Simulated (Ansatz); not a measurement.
## I (Im-3m), tetragonal deformation path

Level of theory: Ansatz 0.2.0, DFT PBE+D3(BJ), scalar-relativistic, plane waves, PAW. Cutoff 420 eV, Γ-centred 18×18×18 k-points, Gaussian smearing of 0.15 eV. No spin polarisation. Energies are free energies at this smearing, counted from the undisturbed cell; pressure is positive in compression.

The undisturbed cell (as given, not relaxed at this level; it stands at -1.9 GPa; this bcc form isn't the usual structure):

```
I
1.0
    -2.08938    2.08938    2.08938
     2.08938   -2.08938    2.08938
     2.08938    2.08938   -2.08938
I
1
Direct
  0.00000 0.00000 0.00000
```

At fixed volume and fractional coordinates, lengths along (0.000, 0.000, 1.000) are scaled against those across it; ρ is that ratio over its starting value. The cell is metallic on the mesh throughout.

```tsv
ρ	ΔE (meV/atom)
0.707	-59.6
0.780	-3.4
0.850	7.0
0.920	1.9
1.000	0.0
1.200	1.8
1.300	12.7
1.414	21.6
```

(1) Predict the pressure (GPa) at each point.

Answers

(1)
| ρ | pressure (GPa) |
| --- | --- |
| 0.707 | -1.2 |
| 0.780 | -1.8 |
| 0.850 | -1.9 |
| 0.920 | -1.9 |
| 1.000 | -1.9 |
| 1.200 | -2.3 |
| 1.300 | -2.4 |
| 1.414 | -2.4 |